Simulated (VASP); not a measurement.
# PtS2 (P-3m1) in VASP: notebook, part 2 of 2

VASP 6.6.1. The steps go on from the part before.

## Step 4: Single point, r2SCAN

Contents of INCAR:

```
SYSTEM = PtS2
  PREC = Normal
  ENCUT = 400
  EDIFF = 1E-7
  ISMEAR = 0
  SIGMA = 0.05
  LREAL = .FALSE.
  LASPH = .TRUE.
  NELM = 100
  ALGO = Normal
  ISIF = 2
  LWAVE = .FALSE.
  LCHARG = .FALSE.
  METAGGA = R2SCAN
  LMIXTAU = .TRUE.
  ADDGRID = .FALSE.
```

Contents of KPOINTS:

```
regular mesh
0
G
  4 4 2
  0 0 0
```

Contents of POSCAR:

```
PtS2
1.0
    3.5432000000      0.0000000000      0.0000000000
   -1.7716000000      3.0685012107      0.0000000000
    0.0000000000      0.0000000000      5.0388000000
Pt S
1 2
Direct
    0.0000000000      0.0000000000      0.0000000000
    0.6666666667      0.3333333333      0.7730000000
    0.3333333333      0.6666666667      0.2270000000
```

Potentials or basis: VASP PAW PBE potentials, release 64 (Pt, S).

Command:

```console
$ cat potpaw_PBE.64/Pt/POTCAR potpaw_PBE.64/S/POTCAR > POTCAR
$ mpirun -np 1 vasp_std > vasp.out
```

OUTCAR:

```text
SYSTEM = PtS2
   PREC = Normal
   ENCUT = 400
   EDIFF = 1E-7
   ISMEAR = 0
   LREAL = .FALSE.
   LASPH = .TRUE.
   NELM = 100
   ISIF = 2
   METAGGA = R2SCAN

 Found      8 irreducible k-points:

 Following reciprocal coordinates:
            Coordinates               Weight
  0.000000  0.000000  0.000000      1.000000
  0.250000  0.000000  0.000000      6.000000
  0.500000  0.000000  0.000000      3.000000
  0.250000  0.250000  0.000000      6.000000
  0.000000  0.000000  0.500000      1.000000
  0.250000  0.000000  0.500000      6.000000
   k-points           NKPTS =      8   k-points in BZ     NKDIM =      8   number of bands    NBANDS=     15
   number of dos      NEDOS =    301   number of ions     NIONS =      3
   total plane-waves  NPLWV =   9072
   dimension x,y,z NGX =    18 NGY =   18 NGZ =   28
   dimension x,y,z NGXF=    36 NGYF=   36 NGZF=   56
   ions per type =               1   2
   NGX,Y,Z   is equivalent  to a cutoff of   8.45,  8.45,  9.24 a.u.
   NGXF,Y,Z  is equivalent  to a cutoff of  16.89, 16.89, 18.48 a.u.
 SYSTEM =  PtS2
   PREC   = normal    normal or accurate (medium, high low for compatibility)
   ISTART =      0    job   : 0-new  1-cont  2-samecut
   ICHARG =      2    charge: 1-file 2-atom 10-const
   ISPIN  =      1    spin polarized calculation?
   LNONCOLLINEAR =      F non collinear calculations
   LSORBIT =      F    spin-orbit coupling
   LASPH  =      T    aspherical Exc in radial PAW
   ENCUT  =  400.0 eV  29.40 Ry    5.42 a.u.   5.78  5.78  8.22*2*pi/ulx,y,z
   NELM   =    100;   NELMIN=  2; NELMDL= -5     # of ELM steps
   EDIFF  = 0.1E-06   stopping-criterion for ELM
   LREAL  =      F    real-space projection
   EDIFFG = 0.1E-05   stopping-criterion for IOM
   NSW    =      0    number of steps for IOM
   IBRION =     -1    ionic relax: 0-MD 1-quasi-New 2-CG
   NFREE  =      0    steps in history (QN), initial steepest desc. (CG)
   ISIF   =      2    stress and relaxation
   ISYM   =      2    0-nonsym 1-usesym 2-fastsym
   POTIM  = 0.5000    time-step for ionic-motion
   TEBEG  =    0.0;   TEEND  =   0.0 temperature during run
   PSTRESS=    0.0 pullay stress
   NELECT =      22.0000    total number of electrons
   NUPDOWN=      -1.0000    fix difference up-down
   EMIN   =  10.00;   EMAX   =-10.00  energy-range for DOS
   EFERMI =   0.00;   METHOD = LEGACY
   ISMEAR =     0;   SIGMA  =   0.05  broadening in eV -4-tet -1-fermi 0-gaus
   EFERMI_NEDOS =   21; number of points for ismear=-14 and -15
   IALGO  =     38    algorithm
   IMIX   =      4    mixing-type and parameters
     AMIX     =   0.40;   BMIX     =  1.00
     AMIX_MAG =   1.60;   BMIX_MAG =  1.00
  volume/ion in A,a.u.               =      18.26       123.23
  Fermi-wavevector in a.u.,A,eV,Ry     =   1.207812  2.282434 19.848315  1.458810
  Thomas-Fermi vector in A             =   2.343439
   LORBIT       =      0    0 simple, 1 ext, 2 COOP (PROOUT), +10 PAW based schemes
   METAGGA = R2SCAN    functional components
   LHFCALC =     F    Hartree Fock is set to
   AEXX    =    0.0000 exact exchange contribution
   IVDW    =     0    specifies the selected vdW correction
   LEPSILON=     F    determine dielectric tensor
   LRPA    =     F    only Hartree local field effects (RPA)
 non-spin polarized calculation
 Gauss-broadening in eV      SIGMA  =   0.05
  energy-cutoff  :      400.00
  volume of cell :       54.78
 maximum number of plane-waves:      1008
   NGX = 11   NGY = 11   NGZ = 17

 number of electron      22.0000002 magnetization

 Free energy of the ion-electron system (eV)
  ---------------------------------------------------
  ext. energy  EPLUGINS =         0.00000000
  ---------------------------------------------------
  free energy    TOTEN  =       -68.75533082 eV

  energy without entropy =      -68.75533082  energy(sigma->0) =      -68.75533082

 E-fermi :   6.6202     XC(G=0): -11.2827

 val. band max:        6.4074053621   @ k =   0.0000   0.0000   0.0000
 cond. band min:       7.7221134854   @ k =   0.2500   0.2500   0.0000
 fundamental gap:      1.3147081233
 Fermi energy:         6.6201784467

 k-point     1 :       0.0000    0.0000    0.0000
  band No.  band energies     occupation
      1      -9.7101      2.00000
      2      -6.3458      2.00000
      3      -0.7921      2.00000
      4      -0.7921      2.00000
      5      -0.6692      2.00000
      6       2.3538      2.00000
      7       2.3538      2.00000
      8       4.6307      2.00000
      9       5.3221      2.00000
     10       5.3221      2.00000
     11       6.4074      2.00000
     12       9.1520      0.00000
     13       9.1520      0.00000
     14      11.7408      0.00000
     15      12.8997      0.00000

 k-point     2 :       0.2500    0.0000    0.0000
  band No.  band energies     occupation
      1      -8.8982      2.00000
      2      -6.8041      2.00000
      3      -0.3116      2.00000
      4      -0.2825      2.00000
      5       0.2273      2.00000
      6       1.1268      2.00000
      7       1.9874      2.00000
      8       3.3545      2.00000
      9       4.9207      2.00000
     10       4.9315      2.00000
     11       5.8388      2.00000
     12       8.2173      0.00000
     13       9.0385      0.00000
     14      12.4767      0.00000
     15      14.8050      0.00000

 k-point     3 :       0.5000    0.0000    0.0000
  band No.  band energies     occupation
      1      -7.6394      2.00000
      2      -7.3550      2.00000
      3      -1.3177      2.00000
      4       0.1079      2.00000
      5       1.0708      2.00000
      6       1.9990      2.00000
      7       2.9728      2.00000
      8       3.0093      2.00000
      9       3.1150      2.00000
     10       3.4126      2.00000
     11       4.1034      2.00000
     12       8.4671      0.00000
     13       9.5507      0.00000
     14      12.4038      0.00000
     15      13.5792      0.00000

 k-point     4 :       0.2500    0.2500    0.0000
  band No.  band energies     occupation
      1      -7.7705      2.00000
      2      -7.2172      2.00000
      3      -0.5203      2.00000
      4       0.0563      2.00000
      5       0.3189      2.00000
      6       1.3633      2.00000
      7       1.7339      2.00000
      8       3.0549      2.00000
      9       3.6606      2.00000
     10       4.1076      2.00000
     11       5.7555      2.00000
     12       7.7221      0.00000
     13       8.4225      0.00000
     14      12.6983      0.00000
     15      14.9658      0.00000

 k-point     5 :       0.0000    0.0000    0.5000
  band No.  band energies     occupation
      1      -9.4175      2.00000
      2      -7.0648      2.00000
      3      -0.7705      2.00000
      4      -0.7705      2.00000
      5       0.6253      2.00000
      6       2.3303      2.00000
      7       2.3303      2.00000
      8       3.9776      2.00000
      9       5.1298      2.00000
     10       5.1298      2.00000
     11       5.5890      2.00000
     12       9.6410      0.00000
     13       9.6410      0.00000
     14      12.4478      0.00000
     15      14.4505      0.00000

 k-point     6 :       0.2500    0.0000    0.5000
  band No.  band energies     occupation
      1      -8.6228      2.00000
      2      -7.2226      2.00000
      3      -0.7387      2.00000
      4      -0.2930      2.00000
      5       0.6159      2.00000
      6       1.5101      2.00000
      7       1.9604      2.00000
      8       3.4801      2.00000
      9       5.0995      2.00000
     10       5.1852      2.00000
     11       5.6537      2.00000
     12       7.8316      0.00000
     13       8.7139      0.00000
     14      12.5011      0.00000
     15      14.2485      0.00000

 [... further k-points ...]

------------------------ aborting loop because EDIFF is reached ----------------------------------------

  FORCE on cell =-STRESS in cart. coord.  units (eV):
  Direction    XX          YY          ZZ          XY          YZ          ZX
  --------------------------------------------------------------------------------------
  -------------------------------------------------------------------------------------
  Total        3.1785259      3.1785259      2.9793857     -0.0000000     -0.0000000     -0.0000000
  in kB       92.9581030     92.9581030     87.1341137     -0.0000000     -0.0000000     -0.0000000
  external PRESSURE =      91.0167732 kB  Pullay stress =       0.0000000 kB

 VOLUME and BASIS-vectors are now :
 -----------------------------------------------------------------------------
  energy-cutoff  :      400.00
  volume of cell :       54.78
      direct lattice vectors                 reciprocal lattice vectors
     3.543200000  0.000000000  0.000000000     0.282230752  0.162946001  0.000000000
    -1.771600000  3.068501211  0.000000000     0.000000000  0.325892001  0.000000000
     0.000000000  0.000000000  5.038800000     0.000000000  0.000000000  0.198459951

 POSITION                                       TOTAL-FORCE (eV/Angst)
 -----------------------------------------------------------------------------------
      0.00000      0.00000      0.00000        -0.000000      0.000000      0.000000
      1.77160      1.02283      3.89499         0.000000      0.000000     -1.299490
     -0.00000      2.04567      1.14381        -0.000000     -0.000000      1.299490
 -----------------------------------------------------------------------------------
    total drift:                               -0.000000      0.000000     -0.000000

  FREE ENERGIE OF THE ION-ELECTRON SYSTEM (eV)
  ---------------------------------------------------
  free  energy   TOTEN  =       -68.7553308221 eV

  energy  without entropy=      -68.7553308221  energy(sigma->0) =      -68.75533082
```

OSZICAR:

```text
N       E                     dE             d eps       ncg     rms          rms(c)
DAV:   1     0.466643578012E+02    0.46664E+02   -0.93852E+03   240   0.107E+03
DAV:   2    -0.710396365279E+02   -0.11770E+03   -0.11592E+03   310   0.231E+02
DAV:   3    -0.757159414065E+02   -0.46763E+01   -0.46609E+01   289   0.506E+01
[... 12 lines left out ...]
DAV:  16    -0.687553327485E+02   -0.34039E-04   -0.37477E-06   345   0.228E-02    0.350E-03
DAV:  17    -0.687553339658E+02   -0.12174E-05   -0.48448E-08   211   0.232E-03    0.465E-03
DAV:  18    -0.687553319217E+02    0.20442E-05   -0.31232E-07   250   0.544E-03    0.851E-04
DAV:  19    -0.687553308445E+02    0.10772E-05   -0.40824E-08   169   0.219E-03    0.722E-04
DAV:  20    -0.687553308221E+02    0.22402E-07   -0.26645E-09   141   0.499E-04
   1 F= -.68755331E+02 E0= -.68755331E+02  d E =-.120400E-10
```

stdout:

```text
POSCAR found type information on POSCAR PtS
 POSCAR found :  2 types and       3 ions
 scaLAPACK will be used
 -----------------------------------------------------------------------------
|                                                                             |
|                                                                             |
|     You enforced a specific xc type in the INCAR file but a different       |
|     I HOPE YOU KNOW WHAT YOU ARE DOING!                                     |
|                                                                             |
 -----------------------------------------------------------------------------

 LDA part: xc-table for (None), standard interpolation
 POSCAR, INCAR and KPOINTS ok, starting setup
 FFT: planning ... GRIDC
 FFT: planning ... GRID_SOFT
 FFT: planning ... GRID
 WAVECAR not read
 entering main loop
```

Wall time 16 s (1 thread of Intel Xeon Platinum 8559C (Emerald Rapids), shared host); peak memory 0.12 GiB.

These settings aren't checked as converged: the numbers below hold their error.

What came out:

```yaml
Free_energy: -68.7553 eV
Pressure: 9.1 GPa
Largest_force: 1.299 eV/Å
Band_gap_on_the_k_mesh: 1.31 eV, indirect (least direct gap 1.97 eV)
```

Caveat: the k mesh is coarse (spacing up to 0.62 Å⁻¹), so the values aren't converged; the PAW data sets were made with another functional, which shifts forces and pressure a little; spin-orbit coupling is left out, which moves the levels of the heavy elements.
